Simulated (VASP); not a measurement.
Input of a VASP 6.6.1 run:

INCAR

```
SYSTEM = Fe
ALGO = Normal ; AMIX = 0.2
AMIX_MAG = 0.8 ; BMIX = 1E-4
BMIX_MAG = 1E-4 ; EDIFF = 1E-7
ENCUT = 520 ; GGA = PE
ICORELEVEL = 1 ; ISIF = 2
ISMEAR = 1 ; ISPIN = 2
IVDW = 12 ; LASPH = .TRUE.
LCHARG = .FALSE. ; LMAXMIX = 4
LORBIT = 11 ; LREAL = .FALSE.
LWAVE = .FALSE. ; MAGMOM = 4
NBANDS = 14 ; NELM = 150
PREC = Accurate ; SIGMA = 0.1
```

KPOINTS

```
k-points
0
G
  18 18 18
  0 0 0
```

Contents of POSCAR:

```
Fe                                      
1.0
   -1.4031714144      1.4031714144      1.4031714144
    1.4031714144     -1.4031714144      1.4031714144
    1.4031714144      1.4031714144     -1.4031714144
  Fe            
     1
Direct
     0.0000000000000000    0.0000000000000000    0.0000000000000000
```

Contents of KPOINTS_OPT:

```
explicit points
64
Reciprocal
 0.0000000000  0.0000000000  0.0000000000 1
 0.0555555556 -0.0555555556  0.0555555556 1
 0.1111111111 -0.1111111111  0.1111111111 1
 0.1666666667 -0.1666666667  0.1666666667 1
 0.2222222222 -0.2222222222  0.2222222222 1
 0.2777777778 -0.2777777778  0.2777777778 1
 0.3333333333 -0.3333333333  0.3333333333 1
 0.3888888889 -0.3888888889  0.3888888889 1
 0.4444444444 -0.4444444444  0.4444444444 1
 0.5000000000 -0.5000000000  0.5000000000 1
 0.5000000000 -0.5000000000  0.5000000000 1
 0.4444444444 -0.4444444444  0.5000000000 1
 0.3888888889 -0.3888888889  0.5000000000 1
 0.3333333333 -0.3333333333  0.5000000000 1
 0.2777777778 -0.2777777778  0.5000000000 1
 0.2222222222 -0.2222222222  0.5000000000 1
 0.1666666667 -0.1666666667  0.5000000000 1
 0.1111111111 -0.1111111111  0.5000000000 1
 0.0555555556 -0.0555555556  0.5000000000 1
 0.0000000000  0.0000000000  0.5000000000 1
 0.0000000000  0.0000000000  0.5000000000 1
 0.0000000000  0.0000000000  0.4444444444 1
 0.0000000000  0.0000000000  0.3888888889 1
 0.0000000000  0.0000000000  0.3333333333 1
 0.0000000000  0.0000000000  0.2777777778 1
 0.0000000000  0.0000000000  0.2222222222 1
 0.0000000000  0.0000000000  0.1666666667 1
 0.0000000000  0.0000000000  0.1111111111 1
 0.0000000000  0.0000000000  0.0555555556 1
 0.0000000000  0.0000000000  0.0000000000 1
 0.0000000000  0.0000000000  0.0000000000 1
 0.0277777778  0.0277777778  0.0277777778 1
 0.0555555556  0.0555555556  0.0555555556 1
 0.0833333333  0.0833333333  0.0833333333 1
 0.1111111111  0.1111111111  0.1111111111 1
 0.1388888889  0.1388888889  0.1388888889 1
 0.1666666667  0.1666666667  0.1666666667 1
 0.1944444444  0.1944444444  0.1944444444 1
 0.2222222222  0.2222222222  0.2222222222 1
 0.2500000000  0.2500000000  0.2500000000 1
 0.2500000000  0.2500000000  0.2500000000 1
 0.2777777778  0.1666666667  0.2777777778 1
 0.3055555556  0.0833333333  0.3055555556 1
 0.3333333333  0.0000000000  0.3333333333 1
 0.3611111111 -0.0833333333  0.3611111111 1
 0.3888888889 -0.1666666667  0.3888888889 1
 0.4166666667 -0.2500000000  0.4166666667 1
 0.4444444444 -0.3333333333  0.4444444444 1
 0.4722222222 -0.4166666667  0.4722222222 1
 0.5000000000 -0.5000000000  0.5000000000 1
 0.2500000000  0.2500000000  0.2500000000 1
 0.2222222222  0.2222222222  0.2777777778 1
 0.1944444444  0.1944444444  0.3055555556 1
 0.1666666667  0.1666666667  0.3333333333 1
 0.1388888889  0.1388888889  0.3611111111 1
 0.1111111111  0.1111111111  0.3888888889 1
 0.0833333333  0.0833333333  0.4166666667 1
 0.0555555556  0.0555555556  0.4444444444 1
 0.0277777778  0.0277777778  0.4722222222 1
 0.0000000000  0.0000000000  0.5000000000 1
 0.0000000000  0.0000000000  0.0000000000 1
 0.5000000000 -0.5000000000  0.5000000000 1
 0.2500000000  0.2500000000  0.2500000000 1
 0.0000000000  0.0000000000  0.5000000000 1
```

Potentials or basis: VASP PAW PBE potentials, release 64 (Fe).

The run is started by

```console
$ cat potpaw_PBE.64/Fe/POTCAR > POTCAR
$ mpirun -np 1 vasp_std > vasp.out
```

Predict the band gap along the path.

none (metal or under the smearing width).

Predict the site moments.

Fe +2.15 μB.

Predict the dispersion energy per atom.

-0.368 eV.

Core levels (eV, on the scale of the bands):
```tsv
atom	levels
1 Fe	1s -6985.7, 2s -806.9, 2p -685.7, 3s -80.7, 3p -46.7
```
